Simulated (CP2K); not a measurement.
A run of CP2K 2026.2:

Contents of gan_bands.inp:

```
&GLOBAL
  PROJECT gan_bands
  RUN_TYPE ENERGY_FORCE
  PRINT_LEVEL LOW
&END GLOBAL
&FORCE_EVAL
  METHOD QS
  STRESS_TENSOR ANALYTICAL
  &DFT
    BASIS_SET_FILE_NAME BASIS_MOLOPT_UZH
    POTENTIAL_FILE_NAME POTENTIAL_UZH
    &MGRID
      CUTOFF 450
      REL_CUTOFF 60
      NGRIDS 4
    &END MGRID
    &QS
      METHOD GPW
      EPS_DEFAULT 1.0E-9
    &END QS
    &KPOINTS
      SCHEME MONKHORST-PACK 10 10 10
      GAMMA_CENTERED T
      SYMMETRY T
      SYMMETRY_BACKEND SPGLIB
    &END KPOINTS
    &SCF
      SCF_GUESS ATOMIC
      EPS_SCF 1.0E-6
      MAX_SCF 100
      ADDED_MOS 10
      CHOLESKY OFF
      EPS_EIGVAL 1.0E-7
      &DIAGONALIZATION ON
        ALGORITHM STANDARD
      &END DIAGONALIZATION
      &MIXING ON
        METHOD BROYDEN_MIXING
        ALPHA 0.4
        BETA 1.5
        NBUFFER 8
      &END MIXING
      &SMEAR ON
        METHOD FERMI_DIRAC
        ELECTRONIC_TEMPERATURE [K] 580.226
      &END SMEAR
    &END SCF
    &XC
      &XC_FUNCTIONAL PBE
      &END XC_FUNCTIONAL
    &END XC
    &PRINT
      &KPOINTS ON
      &END KPOINTS
      &MULLIKEN ON
      &END MULLIKEN
      &MO ON
        ENERGIES T
        OCCUPATION_NUMBERS T
        &EACH
          QS_SCF 0
        &END EACH
        ADD_LAST NUMERIC
      &END MO
      &LOWDIN ON
      &END LOWDIN
      &HIRSHFELD ON
        SHAPE_FUNCTION DENSITY
      &END HIRSHFELD
      &BAND_STRUCTURE
        FILE_NAME bands.bs
        ADDED_MOS 6
        &KPOINT_SET
          UNITS B_VECTOR
          NPOINTS 10
          SPECIAL_POINT GAMMA 0.00000000 0.00000000 0.00000000
          SPECIAL_POINT L -0.50000000 -0.50000000 -0.50000000
          SPECIAL_POINT B1 -0.75708912 -0.24291088 -0.50000000
        &END KPOINT_SET
        &KPOINT_SET
          UNITS B_VECTOR
          NPOINTS 10
          SPECIAL_POINT B -0.48582176 -0.24291088 -0.74291088
          SPECIAL_POINT Z 0.00000000 0.00000000 -0.50000000
          SPECIAL_POINT GAMMA 0.00000000 0.00000000 0.00000000
          SPECIAL_POINT X -0.75708912 -0.37854456 -0.37854456
        &END KPOINT_SET
        &KPOINT_SET
          UNITS B_VECTOR
          NPOINTS 10
          SPECIAL_POINT Q -0.62145544 -0.24291088 -0.62145544
          SPECIAL_POINT F -0.50000000 0.00000000 -0.50000000
          SPECIAL_POINT P1 -0.36436632 0.00000000 -0.62145544
          SPECIAL_POINT Z 0.00000000 0.00000000 -0.50000000
        &END KPOINT_SET
        &KPOINT_SET
          UNITS B_VECTOR
          NPOINTS 10
          SPECIAL_POINT L -0.50000000 -0.50000000 -0.50000000
          SPECIAL_POINT P -0.36436632 -0.36436632 -0.74291088
        &END KPOINT_SET
      &END BAND_STRUCTURE
    &END PRINT
  &END DFT
  &SUBSYS
    &CELL
      ABC 3.1869311219 3.1869311219 3.1025283254
      ALPHA_BETA_GAMMA 59.0959261850 59.0959261854 59.9999999994
      PERIODIC XYZ
    &END CELL
    &COORD
      SCALED
      Ga  0.0000000000 0.0000000000 0.0000000000
      N   0.2500000000 0.2500000000 0.2500000000
    &END COORD
    &KIND Ga
      BASIS_SET TZVP-MOLOPT-PBE-GTH-q13
      POTENTIAL GTH-PBE-q13
    &END KIND
    &KIND N
      BASIS_SET TZVP-MOLOPT-PBE-GTH-q5
      POTENTIAL GTH-PBE-q5
    &END KIND
    &PRINT
      &ATOMIC_COORDINATES ON
      &END ATOMIC_COORDINATES
      &CELL ON
      &END CELL
    &END PRINT
  &END SUBSYS
  &PRINT
    &FORCES ON
    &END FORCES
    &STRESS_TENSOR ON
    &END STRESS_TENSOR
  &END PRINT
&END FORCE_EVAL
```

Potentials or basis: POTENTIAL_UZH Ga GTH-PBE-q13, N GTH-PBE-q5; TZVP-MOLOPT-PBE-GTH basis.

Command:

```sh
$ OMP_NUM_THREADS=1 cp2k.psmp -i gan_bands.inp -o gan_bands.out
```

Hardware: 1 thread of Arm Neoverse V1 (shared host).

Question: How long does it take, and how much memory?

Answer: It took 110 s on 1 thread of Arm Neoverse V1, on a shared host, peak memory 0.3 GiB. Counts: scf iterations 15, k points 116, basis 51, bands 19, force evaluations 1.
